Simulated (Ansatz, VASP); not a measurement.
# TePb: VASP beside Ansatz

Contents of INCAR:

```
SYSTEM = TePb
PREC     = Accurate       ! precision mode
ENCUT    = 520            ! plane-wave cutoff, eV
EDIFF    = 1E-7           ! SCF threshold, eV
ISMEAR   = 0              ! smearing method
SIGMA    = 0.02           ! smearing width, eV
LREAL    = .FALSE.        ! projectors in reciprocal space
LASPH    = .TRUE.         ! aspherical terms in the spheres
NELM     = 100            ! most SCF steps
ALGO     = Fast           ! electronic algorithm
ISIF     = 2              ! what is computed and relaxed
LWAVE    = .FALSE.        ! write WAVECAR
LCHARG   = .FALSE.        ! write CHGCAR
GGA      = PS             ! functional
NBANDS   = 17             ! bands
```

KPOINTS

```
regular mesh
0
G
  9 9 9
  0 0 0
```

File POSCAR:

```
TePb
1.0
    2.3976828661      1.3843028481      3.5824377987
   -2.3976828661      1.3843028481      3.5824377987
    0.0000000000     -2.7686056964      3.5824377987
Pb Te
1 1
Direct
    0.9834627217      0.9834627217      0.9834627217
    0.4721386083      0.4721386083      0.4721386083
```

Input for Ansatz:

```yaml
crystal:
  lattice:
    - [2.3976828661, 1.3843028481, 3.5824377987]
    - [-2.3976828661, 1.3843028481, 3.5824377987]
    - [0.0, -2.7686056964, 3.5824377987]
  atoms:
    - { symbol: Pb, position: [0.9834627217, 0.9834627217, 0.9834627217] }
    - { symbol: Te, position: [0.4721386083, 0.4721386083, 0.4721386083] }
basis:
  ecutwfc: 420
kpoints:
  mp_grid: { grid: [9, 9, 9] }
hamiltonian:
  xc: pbesol
scf:
  occupations: { method: gaussian, width: 0.02 }
output:
  forces: true
  stress: true
  eigenvalues: true
```

Alike in both runs: task single point; functional PBEsol; k mesh 9 × 9 × 9; occupations gaussian, width 0.02 eV; no spin polarisation.

|  | VASP | Ansatz |
| --- | --- | --- |
| version | VASP 6.6.1 | Ansatz 0.2.0 |
| potentials or method | VASP PAW PBE potentials, release 64 (Pb_d, Te) | scalar-relativistic, plane waves, PAW |
| plane-wave cutoff (eV) | 520 | 420 |
| valence electrons in the cell | 20 | 30 |

Ansatz gave:

- gap on the k mesh at the Fermi level (eV): 0.51
- least direct gap on the mesh (eV): 0.85
- pressure (GPa): -2.5
- largest component of the traceless stress (GPa): 1.60
- rms of the force components (eV/Å): 0.031

Task: What did VASP give for the same quantities?

Result: gap on the k mesh at the Fermi level (eV): 0.51; least direct gap on the mesh (eV): 0.85; pressure (GPa): -2.5; largest component of the traceless stress (GPa): 1.60; rms of the force components (eV/Å): 0.032.

Atom by atom the forces differ by 0.001 eV/Å (rms over components). The two sets of potentials don't hold the same shells in valence.

Caveats: the PAW data sets were made with another functional, which shifts forces and pressure a little (VASP). Spin-orbit coupling is left out, which matters for the levels of Pb, Te.
